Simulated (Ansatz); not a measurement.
Crystal: AlFe.

```xyz
2
Lattice="2.9100 0.0000 0.0000 0.0000 2.9100 0.0000 0.0000 0.0000 2.9100" Properties=species:S:1:pos:R:3 pbc="T T T"
Fe    1.4550    1.4550    1.4550
Al    0.0000    0.0000    0.0000
```

```yaml
Program: Ansatz 0.2.0
Task: relaxation of cell and atoms
Functional: RPBE
Dispersion: D3(BJ)
Potentials_or_basis: Ansatz PAW
Cutoff: "420 eV (not typed: the program's choice for these potentials)"
k_mesh: 9 × 9 × 9
Occupations: fermi-dirac, width 0.05 eV
Spin: collinear spin, ferromagnetic start
Starting_moments: "[3.0, 0.0] μB"
```

At the start: volume 12.32 Å³/atom.

How do energy, volume and symmetry change on relaxing?

It ends after 6 steps and the volume is 10.39 Å³/atom (-15.7 %); space group Pm-3m (No. 221, to 0.05 Å); moment 0.51 μB per cell.

Step by step:
```
step  energy change (eV)  largest force (eV/Å)  volume (Å³)
   1              0.0000                0.0000        24.64
   2             -0.3743                0.0000        21.76
   3             -0.4042                0.0000        20.51
   4             -0.4067                0.0000        20.80
   5             -0.4068                0.0000        20.78
   6             -0.4049                0.0000        20.78
```

Final structure:
```
CELL_PARAMETERS angstrom
2.74936 0.00000 0.00000
0.00000 2.74936 0.00000
0.00000 0.00000 2.74936
ATOMIC_POSITIONS crystal
Fe 0.50000 0.50000 0.50000
Al 0.00000 0.00000 0.00000
```

Caveat: the volume moved by over 15 % at a fixed basis, so the end points are rough; the plane-wave basis is chosen anew once the cell has moved, so the energies of steps on either side of that aren't comparable; the volume moved by -16 % from the deposited cell, more than functionals usually miss; the PAW data sets come from PBE, with cores solved anew for the run's functional, which leaves a small shift of forces and pressure.
